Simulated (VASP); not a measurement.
# PtSe2 (Sudovikovite) (P-3m1) in VASP: settings compared

The runs below take PtSe2 (Sudovikovite) through phonons, band structure, with rev-vdW-DF2, PBE.

Everything below comes from runs of VASP 6.6.1. Logs are shortened: lines on timing, memory, paths and dates and some standing lists are left out, and cuts for length are marked.

### Step 1. The crystal as given

Symmetry: P-3m1, No. 164, trigonal system. The conventional cell has a = 3.781 Å, b = 3.781 Å, c = 4.975 Å, α = 90.00°, β = 90.00°, γ = 120.00°. Pt (site symmetry -3m) is surrounded by 6 Se at 2.54 Å. Se (site symmetry 3m) has 3 Pt at 2.54 Å as nearest neighbours.

### Step 2. Phonons, rev-vdW-DF2

POSCAR

```
PtSe2
1.0
    3.7809269338      0.0000000000      0.0000000000
   -1.8904634669      3.2743787745      0.0000000000
    0.0000000000      0.0000000000      4.9753582871
  Pt              Se
     1     2
Direct
     0.0000000000000000    0.0000000000000000    0.0000000000000000
     0.3333333332999970    0.6666666667000030    0.2609918288603197
     0.6666666667000030    0.3333333332999970    0.7390081711396803
```

INCAR.step1

```
AGGAC = 0.0
ALGO = Fast
EDIFF = 1E-8
EDIFFG = -0.002
ENCUT = 600
GGA = MK
IBRION = 2
ISIF = 3
ISMEAR = 0
KPAR = 2
LASPH = True
LCHARG = False
LREAL = False
LUSE_VDW = True
LWAVE = False
NELM = 80
NSW = 40
PARAM1 = 0.1234
PARAM2 = 0.711357
PREC = Accurate
SIGMA = 0.03
ZAB_VDW = -1.8867
```

INCAR.step2

```
AGGAC = 0.0
ALGO = Fast
EDIFF = 1E-8
ENCUT = 600
GGA = MK
IBRION = 6
ISIF = 2
ISMEAR = 0
KPAR = 2
LASPH = True
LCHARG = False
LREAL = False
LUSE_VDW = True
LWAVE = False
NELM = 80
NFREE = 2
NSW = 1
PARAM1 = 0.1234
PARAM2 = 0.711357
POTIM = 0.015
PREC = Accurate
SIGMA = 0.03
ZAB_VDW = -1.8867
```

KPOINTS

```
k-points
0
Gamma
  9 9 5
```

Potentials or basis: VASP PAW PBE potentials, release 64 (Pt, Se).

On the command line:

```bash
> cat potpaw_PBE.64/Pt/POTCAR potpaw_PBE.64/Se/POTCAR > POTCAR
> cp INCAR.step1 INCAR
> mpirun -np 2 vasp_std > vasp.out
> cp CONTCAR POSCAR
> cp INCAR.step2 INCAR
> mpirun -np 2 vasp_std > vasp.out
```

OUTCAR:

```text
EDIFF = 1E-8
   ENCUT = 600
   GGA = MK
   IBRION = 6
   ISIF = 2
   ISMEAR = 0
   LASPH = True
   LREAL = False
   NELM = 80
   NFREE = 2
   NSW = 1
   POTIM = 0.015
   PREC = Accurate

 ion  position               nearest neighbor table
   1  0.000  0.000  0.000-   2 2.54   3 2.54   2 2.54   3 2.54   3 2.54   2 2.54
   2  0.333  0.667  0.261-   1 2.54   1 2.54   1 2.54
   3  0.667  0.333  0.739-   1 2.54   1 2.54   1 2.54

  LATTYP: Found a hexagonal cell.
 ALAT       =     3.7804004020
 C/A-ratio  =     1.3171735123

  Lattice vectors:

 A1 = (   3.7804004020,   0.0000000000,   0.0000000000)
 A2 = (  -1.8902002010,   3.2739227845,   0.0000000000)
 A3 = (   0.0000000000,   0.0000000000,   4.9794432752)

Analysis of symmetry for initial positions (statically):
=====================================================================
 Subroutine PRICEL returns:
 Original cell was already a primitive cell.

 Routine SETGRP: Setting up the symmetry group for a
 hexagonal supercell.

 Subroutine GETGRP returns: Found 12 space group operations
 (whereof 12 operations were pure point group operations)
 out of a pool of 24 trial point group operations.

The static configuration has the point symmetry D_3d.

Analysis of symmetry for dynamics (positions and initial velocities):
=====================================================================
 Subroutine PRICEL returns:
 Original cell was already a primitive cell.

 Routine SETGRP: Setting up the symmetry group for a
 hexagonal supercell.

 Subroutine GETGRP returns: Found 12 space group operations
 (whereof 12 operations were pure point group operations)
 out of a pool of 24 trial point group operations.

The dynamic configuration has the point symmetry D_3d.

 Subroutine INISYM returns: Found 12 space group operations
 (whereof 12 operations are pure point group operations),
 and found     1 'primitive' translations

----------------------------------------------------------------------------------------

                                     Primitive cell

  volume of cell :      61.6293

  direct lattice vectors                    reciprocal lattice vectors
     3.780400402  0.000000000  0.000000000     0.264522245  0.152721989  0.000000000
    -1.890200201  3.273922785  0.000000000     0.000000000  0.305443978  0.000000000
     0.000000000  0.000000000  4.979443275     0.000000000  0.000000000  0.200825664

  length of vectors
     3.780400402  3.780400402  4.979443275     0.305443978  0.305443978  0.200825664

  position of ions in fractional coordinates (direct lattice)
     0.000000000  0.000000000  0.000000000
     0.333333333  0.666666667  0.260825414
     0.666666667  0.333333333  0.739174586

  ion indices of the primitive-cell ions
   primitive index   ion index
                 1           1
                 2           2
                 3           3

----------------------------------------------------------------------------------------

 KPOINTS: k-points

Automatic generation of k-mesh.
 Grid dimensions read from file:
 generate k-points for:    9    9    5

 Generating k-lattice:

  Cartesian coordinates                     Fractional coordinates (reciprocal lattice)
     0.029391361  0.016969110  0.000000000     0.111111111  0.000000000  0.000000000
     0.000000000  0.033938220  0.000000000     0.000000000  0.111111111  0.000000000
     0.000000000  0.000000000  0.040165133     0.000000000  0.000000000  0.200000000

  Length of vectors
     0.033938220  0.033938220  0.040165133

  Shift w.r.t. Gamma in fractional coordinates (k-lattice)
     0.000000000  0.000000000  0.000000000

 Subroutine IBZKPT returns following result:
 ===========================================

 Found     50 irreducible k-points:

 Following reciprocal coordinates:
            Coordinates               Weight
  0.000000  0.000000  0.000000      1.000000
  0.111111  0.000000  0.000000      6.000000
  0.222222  0.000000  0.000000      6.000000
  0.333333  0.000000  0.000000      6.000000
  0.444444  0.000000  0.000000      6.000000
  0.111111  0.111111  0.000000      6.000000
[... 16 lines left out ...]
  0.222222  0.111111  0.200000     12.000000
 -0.111111  0.333333  0.200000     12.000000
 [... further k-points ...]
   k-points           NKPTS =     50   k-points in BZ     NKDIM =     50   number of bands    NBANDS=     15
   number of dos      NEDOS =    301   number of ions     NIONS =      3
   total plane-waves  NPLWV =  36000
   dimension x,y,z NGX =    30 NGY =   30 NGZ =   40
   dimension x,y,z NGXF=    60 NGYF=   60 NGZF=   80
   ions per type =               1   2
   NGX,Y,Z   is equivalent  to a cutoff of  13.19, 13.19, 13.35 a.u.
   NGXF,Y,Z  is equivalent  to a cutoff of  26.39, 26.39, 26.71 a.u.
 SYSTEM =  unknown system
   PREC   = accura    normal or accurate (medium, high low for compatibility)
   ISTART =      0    job   : 0-new  1-cont  2-samecut
   ICHARG =      2    charge: 1-file 2-atom 10-const
   ISPIN  =      1    spin polarized calculation?
   LNONCOLLINEAR =      F non collinear calculations
   LSORBIT =      F    spin-orbit coupling
   LASPH  =      T    aspherical Exc in radial PAW
   ENCUT  =  600.0 eV  44.10 Ry    6.64 a.u.   7.55  7.55  9.95*2*pi/ulx,y,z
   NELM   =     80;   NELMIN=  2; NELMDL=  0     # of ELM steps
   EDIFF  = 0.1E-07   stopping-criterion for ELM
   LREAL  =      F    real-space projection
   EDIFFG = 0.1E-06   stopping-criterion for IOM
   NSW    =     73    number of steps for IOM
   IBRION =      6    ionic relax: 0-MD 1-quasi-New 2-CG
   NFREE  =      2    steps in history (QN), initial steepest desc. (CG)
   ISIF   =      2    stress and relaxation
   ISYM   =      2    0-nonsym 1-usesym 2-fastsym
   POTIM  = 0.0150    time-step for ionic-motion
   TEBEG  =    0.0;   TEEND  =   0.0 temperature during run
   PSTRESS=    0.0 pullay stress
   NELECT =      22.0000    total number of electrons
   NUPDOWN=      -1.0000    fix difference up-down
   EMIN   =  10.00;   EMAX   =-10.00  energy-range for DOS
   EFERMI =   0.00;   METHOD = LEGACY
   ISMEAR =     0;   SIGMA  =   0.03  broadening in eV -4-tet -1-fermi 0-gaus
   EFERMI_NEDOS =   21; number of points for ismear=-14 and -15
   IALGO  =     68    algorithm
   IMIX   =      4    mixing-type and parameters
     AMIX     =   0.40;   BMIX     =  1.00
     AMIX_MAG =   1.60;   BMIX_MAG =  1.00
  volume/ion in A,a.u.               =      20.54       138.63
  Fermi-wavevector in a.u.,A,eV,Ry     =   1.161324  2.194584 18.349815  1.348673
  Thomas-Fermi vector in A             =   2.297897
   LORBIT       =      0    0 simple, 1 ext, 2 COOP (PROOUT), +10 PAW based schemes
   GGA     = MK    functional components
   LHFCALC =     F    Hartree Fock is set to
   AEXX    =    0.0000 exact exchange contribution
   IVDW_NL    =     1    kernel type
   BPARAM     = 6.3000
   IVDW    =     0    specifies the selected vdW correction
   LEPSILON=     F    determine dielectric tensor
   LRPA    =     F    only Hartree local field effects (RPA)
 finite differences with symmetry
 non-spin polarized calculation
 RMM-DIIS sequential band-by-band and
 Gauss-broadening in eV      SIGMA  =   0.03
  energy-cutoff  :      600.00
  volume of cell :       61.63
 maximum number of plane-waves:      2081
 NGX is ok and might be reduce to    30
   NGX = 15   NGY = 15   NGZ = 19

--------------------------------------- Ionic step        1  -------------------------------------------

 number of electron      22.0000003 magnetization

 Free energy of the ion-electron system (eV)
  ---------------------------------------------------
  ext. energy  EPLUGINS =         0.00000000
  ---------------------------------------------------
  free energy    TOTEN  =        -9.41643479 eV

  energy without entropy =       -9.41602327  energy(sigma->0) =       -9.41622903

------------------------ aborting loop because EDIFF is reached ----------------------------------------

  FORCE on cell =-STRESS in cart. coord.  units (eV):
  Direction    XX          YY          ZZ          XY          YZ          ZX
  --------------------------------------------------------------------------------------
  -------------------------------------------------------------------------------------
  Total        0.0018039      0.0018039      0.0001414      0.0000000      0.0000000      0.0000000
  in kB        0.0468959      0.0468959      0.0036755      0.0000000      0.0000000      0.0000000
  external PRESSURE =       0.0324891 kB  Pullay stress =       0.0000000 kB
[... 299 lines left out ...]
--------------------------------------- Ionic step        9  -------------------------------------------

 number of electron      22.0000004 magnetization

 Free energy of the ion-electron system (eV)
  ---------------------------------------------------
  ext. energy  EPLUGINS =         0.00000000
  ---------------------------------------------------
  free energy    TOTEN  =        -9.41538089 eV

  energy without entropy =       -9.41496357  energy(sigma->0) =       -9.41517223

 E-fermi :   6.2000     XC(G=0): -10.6783

 val. band max:        6.1364530220   @ k =   0.0000   0.2222   0.2000
 cond. band min:       6.2146027466   @ k =  -0.1111   0.4444   0.2000
 fundamental gap:      0.0781497245
 Fermi energy:         6.1999939592

 k-point     1 :       0.0000    0.0000    0.0000
  band No.  band energies     occupation
      1      -9.2656      2.00000
      2      -6.4964      2.00000
      3      -0.7522      2.00000
      4       0.0846      2.00000
      5       0.0846      2.00000
      6       2.4335      2.00000
      7       2.4335      2.00000
      8       3.7097      2.00000
      9       5.1884      2.00000
     10       5.1884      2.00000
     11       6.7803      0.00000
     12       7.3643      0.00000
     13       7.3643      0.00000
     14       9.6972      0.00000
[... 401 lines left out ...]
      2      -6.9873      2.00000
      3      -0.2755      2.00000
      4       0.3419      2.00000
      5       0.6804      2.00000
      6       1.3761      2.00000
      7       2.0409      2.00000
      8       2.8880      2.00000
      9       4.0368      2.00000
     10       4.3361      2.00000
     11       5.6093      2.00000
     12       6.4034      0.00000
     13       7.4969      0.00000
     14      10.6475      0.00000
     15      12.3524      0.00000

 [... further k-points ...]

------------------------ aborting loop because EDIFF is reached ----------------------------------------

  FORCE on cell =-STRESS in cart. coord.  units (eV):
  Direction    XX          YY          ZZ          XY          YZ          ZX
  --------------------------------------------------------------------------------------
  -------------------------------------------------------------------------------------
  Total        0.1426115      0.1426115      0.1786380      0.0000000      0.0000000      0.0000000
  in kB        3.7074749      3.7074749      4.6440546      0.0000000      0.0000000      0.0000000
  external PRESSURE =       4.0196681 kB  Pullay stress =       0.0000000 kB
[... 22 lines left out ...]
  energy  without entropy=       -9.4149635722  energy(sigma->0) =       -9.41517223

Total vdW correction in eV:      3.0747295

 INTERNAL STRAIN TENSORS FROM DISPLACED ATOMS
 ============================================

 INTERNAL STRAIN TENSOR FOR ION    1 for displacements in x,y,z  (eV/Angst):
          X           Y           Z          XY          YZ          ZX
  --------------------------------------------------------------------------------
  x     0.00000     0.00000     0.00000     0.00000     0.00000     0.00000
  y     0.00000     0.00000     0.00000     0.00000     0.00000     0.00000
  z     0.00000     0.00000     0.00000     0.00000     0.00000     0.00000

 INTERNAL STRAIN TENSOR FOR ION    3 for displacements in x,y,z  (eV/Angst):
          X           Y           Z          XY          YZ          ZX
  --------------------------------------------------------------------------------
  x     0.00000     0.00000     0.00000    -3.53538     0.00000     7.64403
  y    -3.53538     3.53538     0.00000     0.00000     7.64407     0.00000
  z     9.19591     9.19591    11.85406     0.00000     0.00000    -0.00000

 Eigenvectors and eigenvalues of the dynamical matrix
 ----------------------------------------------------

   1 f  =    6.403311 THz    40.233191 2PiTHz  213.591474 cm-1    26.481956 meV
             X         Y         Z           dx          dy          dz
      0.000000  0.000000  0.000000    -0.000000    0.000000   -0.669117
     -0.000000  2.182615  1.298765     0.000000   -0.000000    0.525491
      1.890200  1.091308  3.680678     0.000000   -0.000000    0.525491
[... 43 lines left out ...]
   9 f/i=    0.003084 THz     0.019380 2PiTHz    0.102887 cm-1     0.012756 meV
             X         Y         Z           dx          dy          dz
      0.000000  0.000000  0.000000    -0.742906    0.015004    0.000000
     -0.000000  2.182615  1.298765    -0.473119    0.009555    0.000000
      1.890200  1.091308  3.680678    -0.473119    0.009555    0.000000

 ELASTIC MODULI CONTR FROM IONIC RELAXATION (kBar)
 Direction    XX          YY          ZZ          XY          YZ          ZX
 --------------------------------------------------------------------------------
 XX        -469.0847   -289.5918   -488.9893     -0.0000    194.0467      0.0000
 YY        -289.5918   -469.0847   -488.9893      0.0000   -194.0467     -0.0000
 ZZ        -488.9893   -488.9893   -630.3359      0.0000     -0.0000     -0.0000
 XY          -0.0000      0.0000      0.0000    -89.7464      0.0000    194.0455
 YZ         194.0467   -194.0467     -0.0000      0.0000   -419.5611     -0.0000
 ZX           0.0000     -0.0000     -0.0000    194.0455     -0.0000   -419.5558
 --------------------------------------------------------------------------------
```

Wall time 13 min (2 MPI ranks of Intel Xeon 6975P-C (Granite Rapids), shared host); peak memory 0.66 GiB.

What came out:

* Relaxed volume: 20.54 Å³/atom
* Relaxed cell: a = 3.780 Å, b = 3.780 Å, c = 4.979 Å, α = 90.00°, β = 90.00°, γ = 120.00°
* Space group after relaxing (to 0.05 Å): P-3m1 (No. 164)
* Highest phonon frequency at Γ, LO-TO splitting left out: 214 cm⁻¹

Final structure:
```yaml
crystal:
  lattice:
    - [3.78040, 0.00000, 0.00000]
    - [-1.89020, 3.27392, 0.00000]
    - [0.00000, 0.00000, 4.97944]
  atoms:
    - { symbol: Pt, position: [0.00000, 0.00000, 0.00000] }
    - { symbol: Se, position: [0.33333, 0.66667, 0.26083] }
    - { symbol: Se, position: [0.66667, 0.33333, 0.73917] }
```

Phonon frequencies in cm⁻¹ (negative: imaginary):
```
              q point                    frequencies
(0.000, 0.000, 0.000)  0 0 0 158 158 200 204 204 214
```

Caveat: the PAW data sets were made with another functional, which shifts forces and pressure a little. Spin-orbit coupling is left out, which matters for the levels of Pt.

### Step 3. Band structure, PBE

This run uses another cell than the first one, of 19.76 Å³/atom, 0.962 times its volume.

INCAR

```
SYSTEM = PtSe2
PREC = Accurate
ENCUT = 520
EDIFF = 1E-6
ISMEAR = 0
SIGMA = 0.03
LREAL = .False.
LASPH = .True.
NELM = 80
ALGO = Fast
ISIF = 2
LWAVE = .False.
LCHARG = .False.
LMAXMIX = 4
GGA = PE
NBANDS = 18
KPAR = 4
```

KPOINTS

```
Automatic mesh
0
Gamma
  6 6 3
  0 0 0
```

POSCAR

```
PtSe2                                   
1.0
    3.7683257453     -0.0000000000     -0.0000000000
   -1.8841628726      3.2634658251     -0.0000000000
    0.0000000000     -0.0000000000      4.8198134897
  Pt              Se            
     1     2
Direct
     0.0000000000000000    0.0000000000000000    0.0000000000000000
     0.3333333332999970    0.6666666667000030    0.2665143349462603
     0.6666666667000030    0.3333333332999970    0.7334856650537398
```

KPOINTS_OPT

```
explicit points
6
Reciprocal
 0.0000000000  0.0000000000  0.0000000000 1
 0.0000000000  0.0000000000  0.5000000000 1
 0.3333333333  0.3333333333  0.5000000000 1
 0.3333333333  0.3333333333  0.0000000000 1
 0.5000000000  0.0000000000  0.5000000000 1
 0.5000000000  0.0000000000  0.0000000000 1
```

Potentials or basis: VASP PAW PBE potentials, release 64 (Pt, Se).

On the command line:

```bash
> cat potpaw_PBE.64/Pt/POTCAR potpaw_PBE.64/Se/POTCAR > POTCAR
> mpirun -np 4 vasp_std > vasp.out
```

It took 6.9 s on 4 MPI ranks of Intel Xeon Platinum 8559C (Emerald Rapids), shared host; peak memory 0.17 GiB.

Results (log left out):

| Item | Value |
| --- | --- |
| Free energy | -14.1796 eV |
| Pressure | 4.2 GPa |
| Largest force | 0.109 eV/Å |
| Band gap along the path | none (metal or under the smearing width) |

Forces on the atoms (eV/Å):
```
Pt   0.000  0.000  0.000
Se   0.000  0.000 -0.109
Se   0.000  0.000  0.109
```

Stress tensor (GPa, compression positive):
```
4.01 0.00 0.00
0.00 4.01 0.00
0.00 0.00 4.45
```

Levels at points of the mesh, in eV from the Fermi level:
```csv
k point,band 7,band 8,band 9,band 10,band 11,band 12,band 13,band 14,band 15,band 16
"(0.00, 0.00, 0.00)",-3.75,-2.44,-0.94,-0.94,0.86,1.10,1.10,3.42,4.17,7.34
"(0.50, 0.00, 0.00)",-3.65,-3.64,-3.27,-3.21,-2.87,0.54,2.56,5.10,6.18,7.04
```

Caveat: the k mesh is coarse (spacing up to 0.43 Å⁻¹), so the values aren't converged; spin-orbit coupling is left out, which moves the levels of the heavy elements.
